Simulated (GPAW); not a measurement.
Crystal: Ge.

```
CELL_PARAMETERS angstrom
3.99759 0.00000 0.00000
-1.99879 3.46201 0.00000
0.00000 0.00000 6.59938
ATOMIC_POSITIONS crystal
Ge 0.33333 0.66667 0.93710
Ge 0.66667 0.33333 0.43710
Ge 0.33333 0.66667 0.56290
Ge 0.66667 0.33333 0.06290
```

This isn't the form of Ge at room conditions, which is diamond.

```yaml
Program: GPAW 26.7.0
Task: relaxation of cell and atoms
Functional: BLYP
Potentials_or_basis: PAW data sets generated in the run's folder for this functional
Cutoff: 600 eV
Basis: pw
k_mesh: 6 × 6 × 3
Occupations: fermi-dirac, width 0.05 eV
Spin: no spin polarisation
```

At the start: pressure 7.0 GPa; volume 22.83 Å³/atom.

Problem. How do energy, volume and symmetry change on relaxing?

Solution. Over 10 steps the energy falls by 53.3 meV/atom and the volume is 25.50 Å³/atom (+11.7 %); space group P6_3/mmc (No. 194, to 0.05 Å).

The path:
| step | energy change (eV) | largest force (eV/Å) | pressure (GPa) | volume (Å³) |
| --- | --- | --- | --- | --- |
| 1 | 0.0000 | 0.0440 | 7.04 | 91.33 |
| 2 | -0.0411 | 0.0228 | 6.19 | 92.32 |
| 3 | -0.2091 | 0.0843 | 0.70 | 100.61 |
| 4 | -0.2125 | 0.0713 | 0.11 | 101.81 |
| 5 | -0.2129 | 0.0499 | -0.02 | 102.10 |
| 6 | -0.2130 | 0.0213 | -0.06 | 102.20 |
| 7 | -0.2131 | 0.0011 | -0.03 | 102.15 |
| 8 | -0.2131 | 0.0062 | 0.00 | 102.09 |
| 9 | -0.2132 | 0.0106 | 0.03 | 102.03 |
| 10 | -0.2132 | 0.0108 | 0.05 | 101.99 |

Final structure:
```yaml
crystal:
  lattice:
    - [4.15272, 0.00000, 0.00000]
    - [-2.07636, 3.59636, 0.00000]
    - [0.00000, 0.00000, 6.82931]
  atoms:
    - { symbol: Ge, position: [0.33333, 0.66667, 0.93764] }
    - { symbol: Ge, position: [0.66667, 0.33333, 0.43764] }
    - { symbol: Ge, position: [0.33333, 0.66667, 0.56236] }
    - { symbol: Ge, position: [0.66667, 0.33333, 0.06236] }
```

Caveat: later steps reuse the first step's grids.
